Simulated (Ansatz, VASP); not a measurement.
# Cross-check of SiO2 between VASP and Ansatz, part 2 of 2

One calculation is typed for both programs; each brings its own data sets. How far apart do they land? The cell is taken from a series of runs on this material, whose earlier steps may have relaxed, scaled, displaced or heated it; both programs get it as it stands.

VASP 6.6.1 and Ansatz 0.2.0.

So far: Starting point; Ansatz: single point, HSE06.

## Step 3: VASP: single point, HSE06

Level of this step: HSE06; plane waves and PAW (Si, O) (VASP).

The same cell, functional and mesh now go to VASP, with its own data sets.

Lines of VASP's logs that name or quote its potential files are left out, and so is its time.

The run reads the wave functions of an earlier VASP run, which isn't shown here.

INCAR reads:

```
SYSTEM = SiO2
PREC = Accurate
ENCUT = 520
EDIFF = 1E-06
NELM = 100
ISMEAR = 0
SIGMA = 0.01
LREAL = .FALSE.
ALGO = Normal
LHFCALC = .TRUE.
AEXX = 0.25
GGA = PE
HFSCREEN = 0.208
LASPH = .TRUE.
NBANDS = 44
PRECFOCK = Fast
LORBIT = 11
LWAVE = .FALSE.
LCHARG = .FALSE.
KPAR = 8
NCORE = 2
ISIF = 2
```

POSCAR reads:

```
SiO2
1.0
   -2.6233364600      4.7767535050      4.5082998459
    2.6233364600     -4.7767535050      4.5082998459
    2.6233364600      4.7767535050     -4.5082998459
Si O
4 8
Direct
    0.9299502436      0.8454717100      0.0844785336
    0.7390068237      0.1545282900      0.5844785336
    0.0700497564      0.1545282900      0.9155214664
    0.2609931763      0.8454717100      0.4155214664
    0.1310538514      0.8810538514      0.2500000000
    0.8689461486      0.1189461486      0.7500000000
    0.7944134899      0.5000000000      0.7944134899
    0.2055865101      0.0000000000      0.7055865101
    0.2055865101      0.5000000000      0.2055865101
    0.7944134899      0.0000000000      0.2944134899
    0.0000000000      0.0000000000      0.0000000000
    0.5000000000      0.0000000000      0.5000000000
```

KPOINTS reads:

```
Automatic mesh
0
Gamma
4 4 4
0 0 0
```

PAW data sets: Si and O (PBE family, release 64).

Launch:

```sh
$ mpirun -np 16 vasp_std
```

Numbers of over 12 decimals in the logs are rounded to 6 here.

The log of the run:

```text
[banner, memory and clock lines left out]
running   16 mpi-ranks, on    1 nodes
 distrk:  each k-point on    2 cores,    8 groups
 distr:  one band on    2 cores,    1 groups

 POSCAR found type information on POSCAR SiO
 POSCAR found :  2 types and      12 ions
 LDA part: xc-table for (Slater+PW92), standard interpolation
 found WAVECAR, reading the header
 POSCAR, INCAR and KPOINTS ok, starting setup
 FFT: planning ... GRIDC
 FFT: planning ... GRID_SOFT
 FFT: planning ... GRID
 reading WAVECAR
 the WAVECAR file was read successfully
 initial charge from wavefunction
 entering main loop
       N       E                     dE             d eps       ncg     rms          rms(c)
DAV:   1    -0.116608184248E+03   -0.11661E+03   -0.18749E+00  1832   0.779E+00    0.646E+00
DAV:   2    -0.116620242731E+03   -0.12058E-01   -0.61022E-02  1928   0.115E+00    0.471E+00
DAV:   3    -0.116613487014E+03    0.67557E-02   -0.70687E-03  1960   0.374E-01    0.282E+00
DAV:   4    -0.116612060771E+03    0.14262E-02   -0.20422E-03  1936   0.184E-01    0.161E+00
DAV:   5    -0.116611573510E+03    0.48726E-03   -0.21859E-04  1952   0.851E-02    0.909E-01
DAV:   6    -0.116611391723E+03    0.18179E-03   -0.75869E-05  1808   0.593E-02    0.517E-01
DAV:   7    -0.116611327265E+03    0.64458E-04   -0.21919E-05  1840   0.333E-02    0.294E-01
DAV:   8    -0.116611301900E+03    0.25364E-04   -0.65063E-06  1816   0.174E-02    0.167E-01
DAV:   9    -0.116611291191E+03    0.10709E-04   -0.23893E-06  1240   0.990E-03    0.957E-02
DAV:  10    -0.116611286309E+03    0.48823E-05   -0.12233E-06  1228   0.704E-03    0.541E-02
DAV:  11    -0.116611283914E+03    0.23946E-05   -0.38448E-07  1172   0.388E-03    0.309E-02
DAV:  12    -0.116611282679E+03    0.12355E-05   -0.20306E-07  1212   0.285E-03    0.174E-02
DAV:  13    -0.116611282016E+03    0.66237E-06   -0.86842E-08  1148   0.182E-03
   1 F= -.11661128E+03 E0= -.11661128E+03  d E =-.351325E-17
```

Parts of OUTCAR (step 3):

```text
ion  position               nearest neighbor table
   1  0.930  0.845  0.084-  11 1.61   5 1.61  10 1.61   7 1.61   2 3.14   2 3.14
   2  0.739  0.155  0.584-  12 1.61   6 1.61  10 1.61   7 1.61   1 3.14   1 3.14
   3  0.070  0.155  0.916-  11 1.61   6 1.61   8 1.61   9 1.61   4 3.14   4 3.14
   4  0.261  0.845  0.416-  12 1.61   5 1.61   8 1.61   9 1.61   3 3.14   3 3.14
   5  0.131  0.881  0.250-   4 1.61   1 1.61
   6  0.869  0.119  0.750-   2 1.61   3 1.61
   7  0.794  0.500  0.794-   1 1.61   2 1.61
   8  0.206  0.000  0.706-   4 1.61   3 1.61
   9  0.206  0.500  0.206-   3 1.61   4 1.61
  10  0.794  0.000  0.294-   2 1.61   1 1.61
  11  0.000  0.000  0.000-   1 1.61   3 1.61
  12  0.500  0.000  0.500-   2 1.61   4 1.61

  LATTYP: Found a body centered orthorhombic cell.
 ALAT       =     5.2466729200
 B/A-ratio  =     1.7185366478
 C/A-ratio  =     1.8208695598

 Subroutine GETGRP returns: Found  8 space group operations
 (whereof  4 operations were pure point group operations)

The static configuration has the point symmetry C_2h.
 The point group associated with its full space group is D_2h.

 Found     18 irreducible k-points:

   k-points           NKPTS =     18   k-points in BZ     NKDIM =     64   number of bands    NBANDS=     44

   dimension x,y,z NGX =    54 NGY =   54 NGZ =   54
   dimension x,y,z NGXF=   108 NGYF=  108 NGZF=  108

   ENCUT  =  520.0 eV  38.22 Ry    6.18 a.u.  13.15 13.15 13.15*2*pi/ulx,y,z

   NELECT =      64.0000    total number of electrons

 k-points in reciprocal lattice and weights: Automatic mesh
   0.00000000  0.00000000  0.00000000       0.016
   0.25000000  0.00000000  0.00000000       0.062
   0.50000000  0.00000000  0.00000000       0.031
  -0.00000000  0.25000000  0.00000000       0.062
   0.25000000  0.25000000  0.00000000       0.125
   0.50000000  0.25000000  0.00000000       0.125
  -0.25000000  0.25000000  0.00000000       0.062
  -0.00000000  0.50000000  0.00000000       0.031
   0.25000000  0.50000000  0.00000000       0.125
[...]
-0.25000000 -0.25000000  0.25000000       0.031
   0.50000000  0.50000000  0.50000000       0.016

  exchange ACFDT corr.  =         0.00000000  see jH, gK, PRB 81, 115126

 average (electrostatic) potential at core
       1 -85.8535       2 -85.8535       3 -85.8535       4 -85.8535       5 -69.1008
       6 -69.1008       7 -69.0633       8 -69.0633       9 -69.0633      10 -69.0633
      11 -69.1150      12 -69.1151

 E-fermi :  -2.8365

 k-point     1 :       0.0000    0.0000    0.0000
  band No.  band energies     occupation
    ...
     28      -4.1077      2.00000
     29      -3.9577      2.00000
     30      -3.5722      2.00000
     31      -3.2937      2.00000
     32      -2.8920      2.00000
     33       4.2595      0.00000
     34       7.2770      0.00000
     35       7.5716      0.00000
     36       7.8672      0.00000
     37       8.0363      0.00000
    ...

 k-point     2 :       0.2500    0.0000    0.0000
  band No.  band energies     occupation
    ...
     28      -4.1164      2.00000
     29      -3.6191      2.00000
     30      -3.4831      2.00000
     31      -3.2653      2.00000
     32      -2.9363      2.00000
     33       4.5955      0.00000
     34       6.6193      0.00000
     35       7.6357      0.00000
     36       7.8088      0.00000
     37       8.1144      0.00000
    ...

 k-point     3 :       0.5000    0.0000    0.0000
  band No.  band energies     occupation
    ...
     28      -4.1231      2.00000
     29      -3.4230      2.00000
     30      -3.4024      2.00000
     31      -3.1813      2.00000
     32      -3.0173      2.00000
     33       5.3555      0.00000
     34       5.6110      0.00000
     35       7.6128      0.00000
     36       7.9520      0.00000
     37       8.2896      0.00000
    ...

  Total       -2.2743412     -1.5828006     -4.7195063      0.0000000      0.0000000      0.0000000
  in kB      -16.1252546    -11.2221785    -33.4616649      0.0000000      0.0000000      0.0000000
  external PRESSURE =     -20.2696994 kB  Pullay stress =       0.0000000 kB

  energy-cutoff  :      520.00
  volume of cell :      225.97
      direct lattice vectors                 reciprocal lattice vectors
    -2.623336460  4.776753505  4.508299846     0.000000000  0.104673603  0.110906554
     2.623336460 -4.776753505  4.508299846     0.190596977  0.000000000  0.110906554
     2.623336460  4.776753505 -4.508299846     0.190596977  0.104673603  0.000000000

 POSITION                                       TOTAL-FORCE (eV/Angst)
 -----------------------------------------------------------------------------------
     -0.00000      0.80707      7.62328        -0.000000     -0.074448      0.058333
     -0.00000      5.58382      1.39332         0.000000     -0.074448     -0.058333
      2.62334      3.96969     -3.11498         0.000000      0.074448     -0.058333
      2.62334     -0.80707      3.11498        -0.000000      0.074448      0.058333
      2.62334     -2.38838      3.43581         0.000000      0.000000      0.017833
      0.00000      7.16513      1.07249         0.000000      0.000000     -0.017833
      1.31167      5.20106      2.25415        -0.000000     -0.015051     -0.000000
      1.31167      4.35245     -2.25415         0.000000      0.015051     -0.000000
      1.31167     -0.42430      2.25415         0.000000      0.015051     -0.000000
     -1.31167      5.20106      2.25415        -0.000000     -0.015051     -0.000000
      0.00000      0.00000      0.00000         0.000000      0.000000     -0.000000
      0.00000      4.77675      0.00000         0.000000      0.000000     -0.000000
 -----------------------------------------------------------------------------------
    total drift:                               -0.000000      0.000005      0.000000

  FREE ENERGIE OF THE ION-ELECTRON SYSTEM (eV)
  ---------------------------------------------------
  free  energy   TOTEN  =      -116.6112820164 eV

  energy  without entropy=     -116.6112820164  energy(sigma->0) =     -116.61128202

 total charge
# of ion       s       p       d       tot
------------------------------------------
    1        0.641   0.999   0.000   1.641
    2        0.641   0.999   0.000   1.641
    3        0.641   0.999   0.000   1.641
    4        0.641   0.999   0.000   1.641
    5        1.552   3.737   0.000   5.289
    6        1.552   3.737   0.000   5.289
    7        1.552   3.733   0.000   5.285
    8        1.552   3.733   0.000   5.285
    9        1.552   3.733   0.000   5.285
   10        1.552   3.733   0.000   5.285
   11        1.546   3.747   0.000   5.293
   12        1.546   3.747   0.000   5.293
--------------------------------------------------
tot         14.968  33.897   0.000  48.866

[... 3 further parts left out ...]
```

The run ends at a pressure of -2.03 GPa, with forces up to 0.095 eV/Å.

## Step 4: Side by side

Known differences besides the potentials themselves: exact exchange at q = 0 is treated differently, which shows on coarse meshes; VASP keeps PBE cores, Ansatz makes them for the functional; fixed occupations in Ansatz, narrow Gaussian smearing in VASP; the cutoff is 420 eV in Ansatz and 520 eV in VASP; VASP takes a coarser grid for exact exchange (PRECFOCK = Fast). Total energies have different zeros and are not compared.

Compared:

```csv
quantity,Ansatz,VASP,difference
gap on the k mesh (eV),7.150,7.152,-0.002
```

A gap on the mesh is an upper bound, since the band edges may lie between its points.

## Step 5: Outcome

| Item | Value |
| --- | --- |
| difference in gap on the k mesh (single point, HSE06) | -0.0019 eV |

The difference in gap on the k mesh is -0.0019 eV (single point, HSE06), within the 0.08 eV picked in this series as the mark of a large difference. Such differences can come from data sets, numerical settings and the points named under the comparisons, not from the functional's error against experiment.

[Lines on the potential files, build, host, timing and source positions are cut from VASP's logs without a mark.]

[Logs are printed without paths, hosts, clocks, repeated set-up lines and the standing remarks that a program may print on its own settings, such as how far it seeks lower states.]

[Hosts, paths, dates, database ids (printed as entryN), source tags and the programs' standing remarks are cut or masked in the printed files.]
